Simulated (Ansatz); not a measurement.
# InSb: the cost of one run

Computed with Ansatz 0.2.0 (DFT PBEsol, scalar-relativistic, plane waves, PAW, unless a step's input says otherwise).

5 further runs of the same task are left out: 5 that didn't finish.

### 1 The structure to begin with

It takes space group Fm-3m (No. 225, cubic). The conventional cell has a = 6.147 Å, b = 6.147 Å, c = 6.147 Å, α = 90.00°, β = 90.00°, γ = 90.00°. In (site symmetry m-3m) has 6 Sb at 3.07 Å as nearest neighbours. Sb (site symmetry m-3m) has 6 In at 3.07 Å as nearest neighbours.

Coordinates:

```cif
data_structure
_symmetry_space_group_name_H-M 'P 1'
_symmetry_Int_Tables_number 1
_cell_length_a 4.3466
_cell_length_b 4.3466
_cell_length_c 4.3466
_cell_angle_alpha 60.000
_cell_angle_beta 60.000
_cell_angle_gamma 60.000
_cell_volume 58.07
loop_
_atom_site_label
_atom_site_type_symbol
_atom_site_fract_x
_atom_site_fract_y
_atom_site_fract_z
_atom_site_occupancy
In1 In 0.00000 0.00000 0.00000 1
Sb1 Sb 0.50000 0.50000 0.50000 1
```

It goes back to an entry of the Materials Project, which need not be the stable form.

No relaxation comes first: the listed cell is the starting point.

### 2 Zero of energy

Reference values: F = -11933.4591 eV; pressure -2.69 GPa; largest force 0.000 eV/Å; gap on the mesh none (metal). It was computed beforehand with the settings of the runs below.

### 3 Next: biaxial against axial strain

The cell is strained by p along both x and y and by q along z, with fractional coordinates fixed.

### 4 Point p = -0.050, q = -0.050

Contents of input.yaml:

```yaml
crystal:
  lattice:
    - [0.0, 2.91983735, 2.91983735]
    - [2.91983735, 0.0, 2.91983735]
    - [2.91983735, 2.91983735, 0.0]
  atoms:
    - { symbol: In, position: [0.0, 0.0, 0.0] }
    - { symbol: Sb, position: [0.5, 0.5, 0.5] }
basis:
  ecutwfc: 420
kpoints:
  mp_grid: { grid: [14, 14, 14] }
hamiltonian:
  xc: pbesol
scf:
  occupations: { method: gaussian, width: 0.15 }
output:
  forces: true
  stress: true
  eigenvalues: true
```

The run is started by

```bash
ansatz run input.yaml --threads 1 --pin off --max-ram 2560MiB --backend cpu --events-out ev --progress --plain --runs-dir out
```

**Question.** How long does this run take on 1 thread of Intel Xeon Platinum 8259CL at 2.50GHz (Skylake/Cascade Lake), shared host, and how much memory does it need?

About 5.7 s, with a peak of 0.44 GiB.
